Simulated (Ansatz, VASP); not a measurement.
Two plane-wave programs on AlN

```
CELL_PARAMETERS angstrom
2.92247 0.00000 0.00000
-1.46123 2.53093 0.00000
0.00000 0.00000 3.59265
ATOMIC_POSITIONS crystal
Al 0.33333 0.66667 0.93800
Al 0.66667 0.33333 0.43800
N 0.33333 0.66667 0.43800
N 0.66667 0.33333 0.93800
```

Alike in both runs: functional PBE; k mesh 13 × 13 × 7; occupations fermi-dirac, width 0.08 eV; no spin polarisation.

Ansatz relaxed the structure, and its values are those at the end. VASP's run is a single point on that final structure, the one shown.

|  | VASP | Ansatz |
| --- | --- | --- |
| version | VASP 6.6.1 | Ansatz 0.2.0 |
| potentials or method | VASP PAW PBE potentials, release 64 (Al, N) | PAW with Ansatz's default frozen-core files, scalar-relativistic |
| plane-wave cutoff (eV) | 520 | 420 |
| valence electrons in the cell | 16 | 16 |

|  | VASP | Ansatz | Ansatz less VASP |
| --- | --- | --- | --- |
| gap on the k mesh at the Fermi level (eV) | 4.63 | 4.65 | +0.020 |

With one functional, cell and mesh, what is left measures potentials, basis and numerics.

Caveats: an odd mesh through Γ misses points on the zone boundary, where band edges often lie. PBE gaps usually lie below the measured ones, often by a third to a half.
